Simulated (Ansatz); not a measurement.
Reaction (cleavage of the Si–Si bond): `N[C@H]1O[Si@@H]1[SiH3]` + `CC(=O)O` → `CC(=O)O[SiH3]` + `NC1O[SiH2]1`

Computed with Ansatz on PBE0-D4/def2-TZVP structures; ΔE is electronic, products minus reactants. CBS: MP2 limit from def2 TZ/QZ plus the TZ coupled-cluster correction, frozen cores. Functionals use def2-TZVPP. B3LYP here is the variant with VWN-RPA as its local correlation; programs differ in this. One conformer a species, not always the lowest.

(1) Is it downhill or uphill in electronic energy at CCSD(T)/CBS, and by how much? (An estimate is asked.)

(2) What do these levels give: B3LYP-D4, PBE, r2SCAN0, BHLYP, CAM-B3LYP, LC-ωPBE, RPA@PBE/def2-TZVPP, HF/def2-SVP, CCSD/def2-SVP, HF/def2-TZVPP, HF/CBS(def2), MP2/CBS(def2)? (An estimate is asked.)

Largest T1 diagnostic among the species: 0.015.

## Answers

(1) The calculation gave: Downhill: ΔE = -18.6 kcal/mol.

(2) Ansatz gave: B3LYP-D4 -17.9, PBE -12.1, r2SCAN0 -17.2, BHLYP -20.4, CAM-B3LYP -19.5, LC-ωPBE -16.2, RPA@PBE/def2-TZVPP -19.2, HF/def2-SVP -20.8, CCSD/def2-SVP -17.6, HF/def2-TZVPP -23.3, HF/CBS(def2) -23.8, MP2/CBS(def2) -20.5 kcal/mol.

From r2SCAN to r2SCAN0 (25 % exact exchange), in def2-TZVPP and without D4, ΔE moves by −0.7 kcal/mol. In def2-TZVPP, CCSD(T) changes the Hartree–Fock value by +4.7 kcal/mol (the triples alone add +0.6 kcal/mol) and MP2 by +2.8 kcal/mol. At CCSD(T), def2-SVP lies +1.5 kcal/mol from the extrapolated value and def2-TZVPP +0.0 kcal/mol.
